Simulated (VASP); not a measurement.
# TaS2: relaxation of cell and atoms with PBE+D3(BJ)

The system is TaS2.

```
Ta S
1.0
     3.32665    0.00000    0.00000
    -1.66333    2.88096    0.00000
     0.00000    0.00000    5.79164
Ta S
1 2
Direct
  0.00000 0.00000 0.00000
  0.33333 0.66667 0.26702
  0.66667 0.33333 0.73298
```

```yaml
Program: VASP 6.6.1
Task: relaxation of cell and atoms
Functional: PBE
Dispersion: D3(BJ)
Potentials_or_basis: VASP PAW PBE potentials, release 64 (Ta_pv, S)
Cutoff: 600 eV
k_mesh: 15 × 15 × 6
Occupations: methfessel-paxton, width 0.1 eV
Spin: no spin polarisation
Further_INCAR_settings: ALGO = Normal; EDIFF = 1e-07; IBRION = 2; EDIFFG = -0.005; NSW = 90; ISIF = 3
```

```
Pressure after relaxing    : 0.0 GPa
Band gap on the k mesh     : none (metal or under the smearing width)
Dispersion energy per atom : -0.426 eV
```

Forces on the atoms (eV/Å):
```
Ta   0.000  0.000  0.000
S    0.000  0.000 -0.003
S    0.000  0.000  0.003
```

Final structure:
```
CELL_PARAMETERS angstrom
3.32665 0.00000 0.00000
-1.66333 2.88096 0.00000
0.00000 0.00000 5.79164
ATOMIC_POSITIONS crystal
Ta 0.00000 0.00000 0.00000
S 0.33333 0.66667 0.26702
S 0.66667 0.33333 0.73298
```

Levels at points of the mesh, in eV from the Fermi level:
```csv
k point,band 10,band 11,band 12,band 13,band 14,band 15
"(0.00, 0.00, 0.00)",-0.59,-0.59,-0.06,0.20,0.20,3.69
"(0.00, 0.00, 0.50)",-0.82,-0.82,0.16,0.16,1.06,4.26
```

It took 88 s on 1 thread of Intel(R) Xeon(R) Platinum 8488C (Sapphire Rapids), with other jobs on the host, peak memory 0.31 GiB.

Caveat: the relaxation stopped at its first step, so nothing moved; pairwise dispersion overbinds metals, which lowers pressure and volume. Spin-orbit coupling is left out, which matters for the levels of Ta.
